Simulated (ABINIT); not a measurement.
Crystal: SnSe2.

```
Sn Se
1.0
     3.81100    0.00000    0.00000
    -1.90550    3.30042    0.00000
     0.00000    0.00000    6.13600
Sn Se
1 2
Direct
  0.00000 0.00000 0.00000
  0.66667 0.33333 0.75100
  0.33333 0.66667 0.24900
```

Base run:

```yaml
Program: ABINIT 10.8.3 (patched build)
Functional: PBE
Potentials_or_basis: PseudoDojo NC SR PBE v0.5 stringent
Cutoff: 1306 eV
k_mesh: 6 × 6 × 4
Occupations: fermi-dirac, width 0.05 eV
Spin: no spin polarisation
```

Its results: band gap on the k mesh 0.82 eV, indirect (least direct gap 1.10 eV); pressure 4.2 GPa; largest force 0.795 eV/Å.

**Question.** The run is repeated on the same cell with these changes: potentials or basis from PseudoDojo NC SR PBE v0.5 stringent to PseudoDojo NC SR PBE v0.4.1 standard; cutoff from 1306 eV to 1088 eV; valence electrons from 70 to 46. What comes out?

**Answer.** Band gap on the k mesh 0.80 eV, indirect (least direct gap 1.06 eV); pressure 5.6 GPa; largest force 0.809 eV/Å.

Caveats: spin-orbit coupling is left out, which moves the levels of the heavy elements; this functional lacks dispersion, which binds the layers, so the pressure and a relaxed spacing across them are unreliable.

A k mesh can miss the band edges.

Not every run made on this cell is shown here.
